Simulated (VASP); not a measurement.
# TiC (P-6m2) in VASP: single point with PBEsol

Aim: the single point of TiC with PBEsol.

Everything below comes from runs of VASP 6.6.1. Logs are shortened: lines on timing, memory, paths and dates and some standing lists are left out, and cuts for length are marked.

### 1 Starting point

The structure is hexagonal, space group P-6m2 (No. 187). The conventional cell has a = 2.866 Å, b = 2.866 Å, c = 2.796 Å, α = 90.00°, β = 90.00°, γ = 120.00°. Ti (site symmetry -6m2) has 6 C at 2.17 Å as nearest neighbours. Around C (site symmetry -6m2) lie 6 Ti at 2.17 Å.

The cell was built by a generator and needn't be a form met in nature.

### 2 Single point, PBEsol

File INCAR:

```
SYSTEM = TiC
PREC     = Accurate       ! precision mode
ENCUT    = 520            ! plane-wave cutoff, eV
EDIFF    = 1E-6           ! SCF threshold, eV
ISMEAR   = -1             ! smearing method
SIGMA    = 0.1            ! smearing width, eV
LREAL    = .FALSE.        ! projectors in reciprocal space
LASPH    = .TRUE.         ! aspherical terms in the spheres
NELM     = 60             ! most SCF steps
ALGO     = Fast           ! electronic algorithm
ISIF     = 2              ! what is computed and relaxed
LWAVE    = .FALSE.        ! write WAVECAR
LCHARG   = .FALSE.        ! write CHGCAR
GGA      = PS             ! functional
NBANDS   = 15             ! bands
```

File KPOINTS:

```
Automatic mesh
0
G
  13 13 12
  0 0 0
```

File POSCAR:

```
TiC
1.0
    2.8662080000      0.0000000000      0.0000000000
   -1.4331040000      2.4822120000      0.0000000000
    0.0000000000      0.0000000000      2.7955530000
Ti C
1 1
Direct
    0.0000000000      0.0000000000      0.0000000000
    0.6666700000      0.3333300000      0.5000000000
```

Potentials or basis: VASP PAW PBE potentials, release 64 (Ti_sv, C).

Command:

```bash
> cat potpaw_PBE.64/Ti_sv/POTCAR potpaw_PBE.64/C/POTCAR > POTCAR
> mpirun -np 1 vasp_std > vasp.out
```

OUTCAR:

```text
SYSTEM = TiC
   PREC = Accurate
   ENCUT = 520
   EDIFF = 1E-6
   ISMEAR = -1
   LREAL = .FALSE.
   LASPH = .TRUE.
   NELM = 60
   ISIF = 2
   GGA = PS

 ion  position               nearest neighbor table
   1  0.000  0.000  0.000-   2 2.17   2 2.17   2 2.17   2 2.17   2 2.17   2 2.17
   2  0.667  0.333  0.500-   1 2.17   1 2.17   1 2.17   1 2.17   1 2.17   1 2.17

  LATTYP: Found a hexagonal cell.
 ALAT       =     2.8662080000
 C/A-ratio  =     0.9753489628

  Lattice vectors:

 A1 = (   2.8662080000,   0.0000000000,   0.0000000000)
 A2 = (  -1.4331040000,   2.4822120000,   0.0000000000)
 A3 = (   0.0000000000,   0.0000000000,   2.7955530000)

Analysis of symmetry for initial positions (statically):
=====================================================================
 Subroutine PRICEL returns:
 Original cell was already a primitive cell.

 Routine SETGRP: Setting up the symmetry group for a
 hexagonal supercell.

 Subroutine GETGRP returns: Found  4 space group operations
 (whereof  4 operations were pure point group operations)
 out of a pool of 24 trial point group operations.

The static configuration has the point symmetry C_2v.

Analysis of symmetry for dynamics (positions and initial velocities):
=====================================================================
 Subroutine PRICEL returns:
 Original cell was already a primitive cell.

 Routine SETGRP: Setting up the symmetry group for a
 hexagonal supercell.

 Subroutine GETGRP returns: Found  4 space group operations
 (whereof  4 operations were pure point group operations)
 out of a pool of 24 trial point group operations.

The dynamic configuration has the point symmetry C_2v.

 Subroutine INISYM returns: Found  4 space group operations
 (whereof  4 operations are pure point group operations),
 and found     1 'primitive' translations

----------------------------------------------------------------------------------------

                                     Primitive cell

  volume of cell :      19.8891

  direct lattice vectors                    reciprocal lattice vectors
     2.866208000  0.000000000  0.000000000     0.348893032  0.201433238  0.000000000
    -1.433104000  2.482212000  0.000000000     0.000000000  0.402866476  0.000000000
     0.000000000  0.000000000  2.795553000     0.000000000  0.000000000  0.357710979

  length of vectors
     2.866208000  2.866210650  2.795553000     0.402866848  0.402866476  0.357710979

  position of ions in fractional coordinates (direct lattice)
     0.000000000  0.000000000  0.000000000
     0.666670000  0.333330000  0.500000000

  ion indices of the primitive-cell ions
   primitive index   ion index
                 1           1
                 2           2

----------------------------------------------------------------------------------------

 KPOINTS: Automatic mesh

Automatic generation of k-mesh.
 Grid dimensions read from file:
 generate k-points for:   13   13   12

 Generating k-lattice:

  Cartesian coordinates                     Fractional coordinates (reciprocal lattice)
     0.026837926  0.015494864  0.000000000     0.076923077  0.000000000  0.000000000
     0.000000000  0.030989729  0.000000000     0.000000000  0.076923077  0.000000000
     0.000000000  0.000000000  0.029809248     0.000000000  0.000000000  0.083333333

  Length of vectors
     0.030989758  0.030989729  0.029809248

  Shift w.r.t. Gamma in fractional coordinates (k-lattice)
     0.000000000  0.000000000  0.000000000

 Subroutine IBZKPT returns following result:
 ===========================================

 Found    343 irreducible k-points:

 Following reciprocal coordinates:
            Coordinates               Weight
  0.000000  0.000000  0.000000      1.000000
  0.076923  0.000000  0.000000      4.000000
 -0.076923  0.076923  0.000000      2.000000
  0.153846  0.000000  0.000000      4.000000
 -0.153846  0.153846  0.000000      2.000000
  0.230769  0.000000  0.000000      4.000000
[... 16 lines left out ...]
 -0.076923  0.384615  0.000000      4.000000
 -0.384615  0.307692  0.000000      4.000000
 [... further k-points ...]
   k-points           NKPTS =    343   k-points in BZ     NKDIM =    343   number of bands    NBANDS=     15
   number of dos      NEDOS =    301   number of ions     NIONS =      2
   total plane-waves  NPLWV =  13824
   dimension x,y,z NGX =    24 NGY =   24 NGZ =   24
   dimension x,y,z NGXF=    48 NGYF=   48 NGZF=   48
   ions per type =               1   1
   NGX,Y,Z   is equivalent  to a cutoff of  13.92, 13.92, 14.27 a.u.
   NGXF,Y,Z  is equivalent  to a cutoff of  27.84, 27.84, 28.54 a.u.
 SYSTEM =  TiC
   PREC   = accura    normal or accurate (medium, high low for compatibility)
   ISTART =      0    job   : 0-new  1-cont  2-samecut
   ICHARG =      2    charge: 1-file 2-atom 10-const
   ISPIN  =      1    spin polarized calculation?
   LNONCOLLINEAR =      F non collinear calculations
   LSORBIT =      F    spin-orbit coupling
   LASPH  =      T    aspherical Exc in radial PAW
   ENCUT  =  520.0 eV  38.22 Ry    6.18 a.u.   5.33  5.33  5.20*2*pi/ulx,y,z
   NELM   =     60;   NELMIN=  2; NELMDL= -5     # of ELM steps
   EDIFF  = 0.1E-05   stopping-criterion for ELM
   LREAL  =      F    real-space projection
   EDIFFG = 0.1E-04   stopping-criterion for IOM
   NSW    =      0    number of steps for IOM
   IBRION =     -1    ionic relax: 0-MD 1-quasi-New 2-CG
   NFREE  =      0    steps in history (QN), initial steepest desc. (CG)
   ISIF   =      2    stress and relaxation
   ISYM   =      2    0-nonsym 1-usesym 2-fastsym
   POTIM  = 0.5000    time-step for ionic-motion
   TEBEG  =    0.0;   TEEND  =   0.0 temperature during run
   PSTRESS=    0.0 pullay stress
   NELECT =      16.0000    total number of electrons
   NUPDOWN=      -1.0000    fix difference up-down
   EMIN   =  10.00;   EMAX   =-10.00  energy-range for DOS
   EFERMI =   0.00;   METHOD = LEGACY
   ISMEAR =    -1;   SIGMA  =   0.10  broadening in eV -4-tet -1-fermi 0-gaus
   EFERMI_NEDOS =   21; number of points for ismear=-14 and -15
   IALGO  =     68    algorithm
   IMIX   =      4    mixing-type and parameters
     AMIX     =   0.40;   BMIX     =  1.00
     AMIX_MAG =   1.60;   BMIX_MAG =  1.00
  volume/ion in A,a.u.               =       9.94        67.11
  Fermi-wavevector in a.u.,A,eV,Ry     =   1.522568  2.877236 31.541211  2.318214
  Thomas-Fermi vector in A             =   2.631130
   LORBIT       =      0    0 simple, 1 ext, 2 COOP (PROOUT), +10 PAW based schemes
   GGA     = PS    functional components
   LHFCALC =     F    Hartree Fock is set to
   AEXX    =    0.0000 exact exchange contribution
   IVDW    =     0    specifies the selected vdW correction
   LEPSILON=     F    determine dielectric tensor
   LRPA    =     F    only Hartree local field effects (RPA)
 non-spin polarized calculation
 RMM-DIIS sequential band-by-band and
  energy-cutoff  :      520.00
  volume of cell :       19.89
 maximum number of plane-waves:       556
 NGX is ok and might be reduce to    24
   NGX = 11   NGY = 11   NGZ = 11

 number of electron      15.9999999 magnetization

 Free energy of the ion-electron system (eV)
  ---------------------------------------------------
  ext. energy  EPLUGINS =         0.00000000
  ---------------------------------------------------
  free energy    TOTEN  =       -18.26152140 eV

  energy without entropy =      -18.24227623  energy(sigma->0) =      -18.25189881

 E-fermi :   9.3743     XC(G=0): -12.9224

 val. band max:        9.3294131589   @ k =  -0.0769   0.0769   0.4167
 cond. band min:       9.3842863975   @ k =   0.0769   0.0000   0.5000
 fundamental gap:      0.0548732387
 Fermi energy:         9.3742548007

 k-point     1 :       0.0000    0.0000    0.0000
  band No.  band energies     occupation
      1     -46.5793      2.00000
      2     -22.7269      2.00000
      3     -22.7269      2.00000
      4     -22.4686      2.00000
      5      -2.8759      2.00000
      6       8.2560      1.99997
      7       8.3127      1.99995
      8       8.3128      1.99995
      9      10.8984      0.00000
     10      13.0514      0.00000
     11      13.0514      0.00000
     12      15.5094      0.00000
     13      15.5095      0.00000
     14      18.4597      0.00000
     15      24.9971      0.00000

 k-point     2 :       0.0769    0.0000    0.0000
  band No.  band energies     occupation
      1     -46.5730      2.00000
      2     -22.7687      2.00000
      3     -22.7360      2.00000
      4     -22.4629      2.00000
      5      -2.7446      2.00000
      6       7.9556      2.00000
      7       8.4118      1.99987
      8       8.4389      1.99983
      9      10.5381      0.00002
     10      13.0234      0.00000
     11      13.4640      0.00000
     12      15.2780      0.00000
     13      15.3833      0.00000
     14      18.8245      0.00000
     15      24.7604      0.00000

 k-point     3 :      -0.0769    0.0769    0.0000
  band No.  band energies     occupation
      1     -46.5730      2.00000
      2     -22.7687      2.00000
      3     -22.7360      2.00000
      4     -22.4629      2.00000
      5      -2.7446      2.00000
      6       7.9556      2.00000
      7       8.4117      1.99987
      8       8.4389      1.99983
      9      10.5381      0.00002
     10      13.0234      0.00000
     11      13.4640      0.00000
     12      15.2779      0.00000
     13      15.3834      0.00000
     14      18.8245      0.00000
     15      24.7629      0.00000
[... 343 lines left out ...]
 k-point    23 :      -0.0769    0.3846    0.0000
  band No.  band energies     occupation
      1     -46.4903      2.00000
      2     -23.2756      2.00000
      3     -22.8712      2.00000
      4     -22.3877      2.00000
      5      -0.6549      2.00000
      6       5.2452      2.00000
      7       8.4872      1.99972
      8       8.6821      1.99803
      9       9.9458      0.00657
     10      12.5571      0.00000
     11      13.6321      0.00000
     12      14.1475      0.00000
     13      16.1671      0.00000
     14      21.0163      0.00000
     15      25.0312      0.00000

 k-point    24 :      -0.3846    0.3077    0.0000
  band No.  band energies     occupation
      1     -46.4903      2.00000
      2     -23.2756      2.00000
      3     -22.8712      2.00000
      4     -22.3877      2.00000
      5      -0.6549      2.00000
      6       5.2452      2.00000
      7       8.4872      1.99972
      8       8.6821      1.99803
      9       9.9458      0.00657
     10      12.5571      0.00000
     11      13.6320      0.00000
     12      14.1475      0.00000
     13      16.1671      0.00000
     14      21.0163      0.00000
     15      25.0304      0.00000

 [... further k-points ...]

------------------------ aborting loop because EDIFF is reached ----------------------------------------

  FORCE on cell =-STRESS in cart. coord.  units (eV):
  Direction    XX          YY          ZZ          XY          YZ          ZX
  --------------------------------------------------------------------------------------
  -------------------------------------------------------------------------------------
  Total        2.5400772      2.5399725     -1.1323105     -0.0000961      0.0000000      0.0000000
  in kB      204.6176975    204.6092662    -91.2140662     -0.0077385      0.0000000      0.0000000
  external PRESSURE =     106.0042991 kB  Pullay stress =       0.0000000 kB

 VOLUME and BASIS-vectors are now :
 -----------------------------------------------------------------------------
  energy-cutoff  :      520.00
  volume of cell :       19.89
      direct lattice vectors                 reciprocal lattice vectors
     2.866208000  0.000000000  0.000000000     0.348893032  0.201433238  0.000000000
    -1.433104000  2.482212000  0.000000000     0.000000000  0.402866476  0.000000000
     0.000000000  0.000000000  2.795553000     0.000000000  0.000000000  0.357710979

 POSITION                                       TOTAL-FORCE (eV/Angst)
 -----------------------------------------------------------------------------------
      0.00000      0.00000      0.00000         0.000030     -0.000017      0.000000
      1.43312      0.82740      1.39778        -0.000030      0.000017      0.000000
 -----------------------------------------------------------------------------------
    total drift:                                0.000042      0.000005      0.000000

  FREE ENERGIE OF THE ION-ELECTRON SYSTEM (eV)
  ---------------------------------------------------
  free  energy   TOTEN  =       -18.2615213969 eV

  energy  without entropy=      -18.2422762308  energy(sigma->0) =      -18.25189881
```

Run time: 3.4 min. Hardware: 1 thread of AMD EPYC 7R43 (Zen 3), shared host; peak memory 0.19 GiB.

What came out:

```yaml
Free_energy: -18.2615 eV
Pressure: 10.6 GPa
Band_gap_on_the_k_mesh: none (metal or under the smearing width)
```

Caveat: the PAW data sets were made with another functional, which shifts forces and pressure a little.
